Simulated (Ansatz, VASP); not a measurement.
# Li14Br5Cl9: VASP beside Ansatz, part 2 of 2

Aim: how closely do two programs agree when they are given the same cell, functional and k mesh? The structure shown is frame 29 of Ansatz's trajectory.

VASP 6.6.1 and Ansatz 0.2.0.

So far: The structure; Ansatz: dynamics, PBE.

**3. VASP: single point, PBE**

Level of this step: PBE; plane waves and PAW (Li_sv, Br, Cl) (VASP).

The same cell, functional, mesh and smearing now go to VASP, with its own data sets.

Lines of VASP's logs that name or quote its potential files are left out, and so is its time.

Input file INCAR:

```
SYSTEM = Li14Br5Cl9
PREC = Accurate
ENCUT = 650
EDIFF = 1E-06
NELM = 120
ISMEAR = -1
SIGMA = 0.05
LREAL = Auto
ALGO = Normal
GGA = PE
NBANDS = 184
LORBIT = 11
LWAVE = .FALSE.
LCHARG = .FALSE.
ISIF = 2
LASPH = .TRUE.
GGA_COMPAT = .FALSE.
EFERMI = MIDGAP
KPAR = 2
```

Input file POSCAR:

```
Li14Br5Cl9
1.0
    7.4476700000      0.0000000000      0.0000000000
    0.0000000000      5.2663000000      0.0000000000
    0.3103400000      0.0000000000     26.2668600000
Li Br Cl
28 10 18
Direct
    0.9803853468      0.9373184209      0.9937921777
    0.0051794162      0.0235839204      0.1464697341
    0.9900650594      0.9545981049      0.2881425492
    0.9664340072      0.0222167366      0.4299105413
    0.9488911843      0.9731120521      0.5657394907
    0.9315531821      0.9984429296      0.7108310624
    0.9534697963      0.0133870080      0.8451105309
    0.4585238588      0.9387425707      0.9994380752
    0.5174624958      0.0415851737      0.1460014634
    0.4877985169      0.9854736722      0.2775588708
    0.4418849302      0.0138237472      0.4407645223
    0.4898062984      0.0394584433      0.5709361530
    0.4515305072      0.0351480166      0.7116381631
    0.4686070584      0.9887017451      0.8531586950
    0.2353445333      0.4903632531      0.0784029762
    0.2375935714      0.5067504700      0.2171214983
    0.2365581761      0.4828247536      0.3399264320
    0.2356818177      0.5087822570      0.4995153589
    0.2171456509      0.5320623588      0.6321159057
    0.2266494830      0.4831095836      0.7765336245
    0.2073377224      0.4637791239      0.9206581982
    0.7609293234      0.4941989632      0.0571937415
    0.7471340936      0.5194538860      0.2142547682
    0.7755395140      0.4292957105      0.3552156596
    0.7195136544      0.5250555418      0.4978402443
    0.7212811795      0.5022691453      0.6358696852
    0.7161430267      0.5444999335      0.7788331000
    0.7294804068      0.5396768129      0.9211531184
    0.7536456228      0.9931071151      0.0702329856
    0.2360278348      0.9869357993      0.0742494535
    0.2427431187      0.0013481951      0.3551890100
    0.9853306159      0.5064846287      0.4233509449
    0.4903426510      0.5082695631      0.1394913591
    0.4875541073      0.5010348822      0.2795575870
    0.4868892757      0.5003512903      0.4256922982
    0.4799003905      0.5186373735      0.7061940407
    0.4607740213      0.4978068093      0.8461917412
    0.4676069609      0.4946926685      0.9925168063
    0.7410404306      0.0170708087      0.2116240769
    0.7223856289      0.0127793707      0.3567384910
    0.7224738162      0.0202609042      0.4993021625
    0.7205994466      0.9899739855      0.6374077450
    0.6929031938      0.0009684219      0.7781325975
    0.7138569719      0.0140326225      0.9242406591
    0.2429567154      0.9873915273      0.2131164517
    0.2209397891      0.9769667508      0.5001397198
    0.2291067845      0.9971896778      0.6408721865
    0.2496008620      0.9978732697      0.7799676094
    0.1958139344      0.9859104115      0.9184843563
    0.0090625431      0.4843058694      0.1409266277
    0.9677962374      0.5172322124      0.2847618634
    0.9731398945      0.4816094791      0.5702623001
    0.9388115538      0.5056491275      0.7061331274
    0.9614501383      0.5097127015      0.8498313083
    0.9747280593      0.5027628506      0.9835892071
    0.4757107408      0.5097696675      0.5702242293
```

Input file KPOINTS:

```
Automatic mesh
0
Gamma
1 2 1
0 0 0
```

The projector-augmented-wave data sets are Li_sv, Br and Cl (PBE family, release 64).

On the command line:

```bash
mpirun -np 8 vasp_std
```

Numbers of over 12 decimals in the logs are rounded to 6 here.

The program printed:

```text
[banner, memory and clock lines left out]
running    8 mpi-ranks, on    1 nodes
[...]
|                                                                             |
|           W    W    AA    RRRRR   N    N  II  N    N   GGGG   !!!           |
|           W    W   A  A   R    R  NN   N  II  NN   N  G    G  !!!           |
|           W    W  A    A  R    R  N N  N  II  N N  N  G       !!!           |
|           W WW W  AAAAAA  RRRRR   N  N N  II  N  N N  G  GGG   !            |
|           WW  WW  A    A  R   R   N   NN  II  N   NN  G    G                |
|           W    W  A    A  R    R  N    N  II  N    N   GGGG   !!!           |
|                                                                             |
|     For optimal performance we recommend to set                             |
|       NCORE = 2 up to number-of-cores-per-socket                            |
|     NCORE specifies how many cores store one orbital (NPAR=cpu/NCORE).      |
|     This setting can greatly improve the performance of VASP for DFT.       |
|     The default, NCORE=1 might be grossly inefficient on modern             |
|     multi-core architectures or massively parallel machines. Do your        |
|     Unfortunately you need to use the default for GW and RPA                |
|     calculations (for HF NCORE is supported but not extensively tested      |
|     yet).                                                                   |
|                                                                             |

 LDA part: xc-table for (Slater+PW92), standard interpolation
 POSCAR, INCAR and KPOINTS ok, starting setup
[...]
entering main loop
       N       E                     dE             d eps       ncg     rms          rms(c)
DAV:   1     0.280934820002E+04    0.28093E+04   -0.12803E+05   736   0.175E+03
DAV:   2     0.240006047869E+03   -0.25693E+04   -0.23807E+04   848   0.406E+02
DAV:   3    -0.151377276812E+03   -0.39138E+03   -0.38878E+03   944   0.147E+02
DAV:   4    -0.189488048047E+03   -0.38111E+02   -0.37881E+02  1192   0.449E+01
[...]
DAV:  15    -0.194620796524E+03   -0.70816E-05   -0.40326E-05   968   0.150E-02    0.756E-03
DAV:  16    -0.194620797144E+03   -0.62024E-06   -0.11069E-05   888   0.591E-03    0.487E-03
DAV:  17    -0.194620797502E+03   -0.35729E-06   -0.76967E-07   584   0.190E-03
   1 F= -.19462080E+03 E0= -.19462080E+03  d E =0.000000E+00
```

Parts of OUTCAR (step 3):

```text
  Total       26.9300295      4.5308273      2.3471628      0.0055215      0.1697857     -0.8998986
  in kB       41.8806325      7.0461829      3.6502248      0.0085868      0.2640447     -1.3994906
  external PRESSURE =      17.5256800 kB  Pullay stress =       0.0000000 kB

 POSITION                                       TOTAL-FORCE (eV/Angst)
 -----------------------------------------------------------------------------------
      7.61000      4.93620     26.10380         0.025899      0.336048     -0.305514
      0.08403      0.12420      3.84730        -0.091893     -0.072888      0.008928
      7.46310      5.02720      7.56860        -0.162508      0.305987      0.015925
      7.33110      0.11700     11.29240        -0.082971     -0.155553     -0.063797
      7.24260      5.12470     14.86020         0.140924      0.101580      0.252213
      7.15850      5.25810     18.67130         0.089327      0.017832     -0.113417
      7.36340      0.07050     22.19840         0.072568     -0.017701      0.194985
      3.72510      4.94370     26.25210         0.131597      0.627978     -0.241173
      3.89920      0.21900      3.83500        -0.131161     -0.291115     -0.077117
      3.71910      5.18980      7.29060         0.105797      0.143754      0.114594
      3.42780      0.07280     11.57750         0.394535     -0.067687     -0.338971
      3.82510      0.20780     14.99670        -0.149589     -0.115480      0.223437
      3.58370      0.18510     18.69250         0.052233     -0.160008     -0.144190
      3.75480      5.20680     22.40980        -0.073882      0.087703      0.057618
[...]
-----------------------------------------------------------------------------------
    total drift:                                0.009923      0.014444     -0.006906

  FREE ENERGIE OF THE ION-ELECTRON SYSTEM (eV)
  ---------------------------------------------------
  free  energy   TOTEN  =      -194.6207975016 eV

  energy  without entropy=     -194.6207975016  energy(sigma->0) =     -194.62079750

[... 3 further parts left out ...]
[key lines of the parts left out:]
E-fermi :   3.4488
```

The run ends at a pressure of 1.75 GPa, with forces up to 0.99 eV/Å.

**4. Side by side**

Known differences besides the potentials themselves: the cutoff is 420 eV in Ansatz and 650 eV in VASP (PREC = Accurate, projectors in real space). Total energies have different zeros and are not compared.

Forces on 8 of the 56 atoms, those with the largest forces and the largest differences (eV/Å; atoms numbered as in POSCAR):

```csv
atom,"Ansatz x, y, z","VASP x, y, z"
Li8,"0.131, 0.625, -0.240","0.132, 0.628, -0.241"
Li24,"-0.415, 0.336, -0.013","-0.417, 0.345, -0.016"
Cl40,"0.403, -0.358, -0.224","0.409, -0.359, -0.224"
Cl42,"0.117, 0.156, -0.255","0.117, 0.155, -0.262"
Cl43,"0.811, 0.111, 0.116","0.807, 0.111, 0.115"
Cl48,"-0.987, 0.116, 0.049","-0.986, 0.116, 0.050"
Cl53,"0.558, -0.067, 0.244","0.560, -0.070, 0.248"
Cl55,"-0.201, -0.185, 0.486","-0.203, -0.183, 0.484"
```

The forces differ by 1.9 meV/Å r.m.s., which is 0.9 % of the r.m.s. force of 0.222 eV/Å (both taken over all components).

**5. Outcome**

| Quantity | Value |
| --- | --- |
| r.m.s. force difference (single point, PBE) | 0.87 % of the r.m.s. force |

What this shows: The r.m.s. force difference is 0.87 % of the r.m.s. force (single point, PBE), within the 3 % picked in this series as the mark of a large difference. 2 further runs of this series are not shown here. How closely two codes agree says nothing of how well the functional describes the real material.

[Lines on the potential files, build, host, timing and source positions are cut from VASP's logs without a mark.]

[Logs are printed without paths, hosts, clocks, repeated set-up lines and the standing remarks that a program may print on its own settings, such as how far it seeks lower states.]

[Hosts, paths, dates, database ids (printed as entryN), source tags and the programs' standing remarks are cut or masked in the printed files.]
